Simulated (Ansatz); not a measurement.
## Moving the functional in AuAl2

The cell as given:

```cif
data_structure
_symmetry_space_group_name_H-M 'P 1'
_symmetry_Int_Tables_number 1
_cell_length_a 4.2426
_cell_length_b 4.2426
_cell_length_c 4.2426
_cell_angle_alpha 60.000
_cell_angle_beta 60.000
_cell_angle_gamma 60.000
_cell_volume 54.00
loop_
_atom_site_label
_atom_site_type_symbol
_atom_site_fract_x
_atom_site_fract_y
_atom_site_fract_z
_atom_site_occupancy
Au1 Au 0.00000 0.00000 0.00000 1
Al1 Al 0.75000 0.75000 0.75000 1
Al2 Al 0.25000 0.25000 0.25000 1
```

Kept alike: task relaxation of cell and atoms; k mesh 8 × 8 × 8; occupations fermi-dirac, width 0.05 eV; no spin polarisation. Program: Ansatz, Ansatz PAW. Cutoffs run from 420 to 500 eV. The mesh is that of the run's cell of 3 atoms. No spin-orbit coupling.

```csv
functional,volume (Å³/atom)
BLYP,19.296
LDA,17.595
PBE,18.548
PBEsol,18.012
RPBE,18.900
r2SCAN,18.070
revPBE,18.807
```

The relaxations keep at least the cell's symmetry (Fm-3m). For a metal such a mesh leaves the last digits unconverged. Relaxations stop with a little pressure left, so the last digits of a volume or edge aren't settled. All rows use potentials made for PBE.

The volume runs from 17.595 (LDA) to 19.296 Å³/atom (BLYP). From PBE: BLYP +0.748; LDA -0.953; PBEsol -0.536; RPBE +0.352; r2SCAN -0.478; revPBE +0.259.
